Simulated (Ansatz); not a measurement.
Method: DFT PBE, scalar-relativistic, plane waves, PAW (Ansatz). Settings: cutoff 420 eV, Γ-centred meshes spaced at most about 0.3 Å⁻¹, and about 0.25 Å⁻¹ or finer for metals (2π included), Gaussian smearing. No spin polarisation.

Temperature and zero-point effects are left out.

Question: Which of these relaxed structures of SnH₅ is the lowest in energy?
1.

```xyz
6
Lattice="4.0179 0.0000 0.0000 -2.0089 3.4796 0.0000 0.0000 0.0000 4.1233" Properties=species:S:1:pos:R:3 pbc="T T T"
Sn    0.0000    0.0000    2.0617
H     2.0090    1.1599    3.7366
H     0.0000    0.0000    0.0000
H     2.0090    1.1599    0.3867
H     0.0000    2.3197    0.3867
H     0.0000    2.3197    3.7366
```

2.

```xyz
6
Lattice="3.5859 0.0000 0.0000 -1.7930 3.1055 0.0000 0.0000 0.0000 4.0369" Properties=species:S:1:pos:R:3 pbc="T T T"
Sn    0.0000    0.0000    0.0000
H     0.0000    2.0703    0.0000
H     1.7930    1.0352    0.0000
H     1.7930    0.0000    2.0184
H     0.8965    1.5528    2.0184
H    -0.8965    1.5528    2.0184
```

3.

```xyz
6
Lattice="3.5049 0.0000 0.0000 -1.7525 3.0353 0.0000 0.0000 0.0000 5.5932" Properties=species:S:1:pos:R:3 pbc="T T T"
Sn    0.0000    0.0000    0.0000
H     0.0000    2.0236    3.7642
H     0.0000    0.0000    3.1800
H     0.0000    2.0236    2.7966
H     0.0000    0.0000    2.4132
H     0.0000    2.0236    1.8290
```

4.

```xyz
6
Lattice="2.9405 0.0000 0.0000 -1.4702 2.5465 0.0000 0.0000 0.0000 8.8530" Properties=species:S:1:pos:R:3 pbc="T T T"
Sn    0.0000    0.0000    4.4265
H     1.4702    0.0000    0.0000
H    -0.7351    1.2733    0.0000
H     0.7351    1.2733    0.0000
H     0.0000    0.0000    2.6363
H     0.0000    0.0000    6.2167
```

Answer: 1. The next of these, cell 3, lies 48 meV/atom higher. Forms: cell 1 P6/mmm; cell 3 P-6m2; cell 4 P6/mmm; cell 2 P6/mmm. Counting H atoms around Sn (those within 1.25 times the shortest such distance or 1.15 times the sum of covalent radii; a plus sign parts nearer from farther groups): cell 1 has Sn 2; cell 3 has Sn 2+6; cell 4 has Sn 2; cell 2 has Sn 6. Cell 1 holds H–H pairs as short as in free H₂ molecules (shortest 0.77 Å); cell 3 holds H–H pairs as short as in free H₂ molecules (shortest 0.77 Å) (bonds between like non-metal atoms; other contacts aren't counted). All come from invented guesses. The lowest form computed isn't among them: it has space group P-6m2 (No. 187), 21.9 Å³/atom and lies 77 meV/atom below the best shown. Even the lowest of the cells shown lies +0.35 eV/atom against the elements.

Weakly bound directions are ill-defined at this level, which has no dispersion term (P6/mmm at 9.6 Å³/atom, P-6m2, P6/mmm at 11.0 Å³/atom, P6/mmm at 7.5 Å³/atom), and this can change margins and order among such cells. With hydrogen, zero-point motion can shift such differences by 10 meV/atom or more. Cells relaxed within their symmetry can be saddle points. Some structure types and database cells were kept out of the candidates from the start, so a known form may be missing.
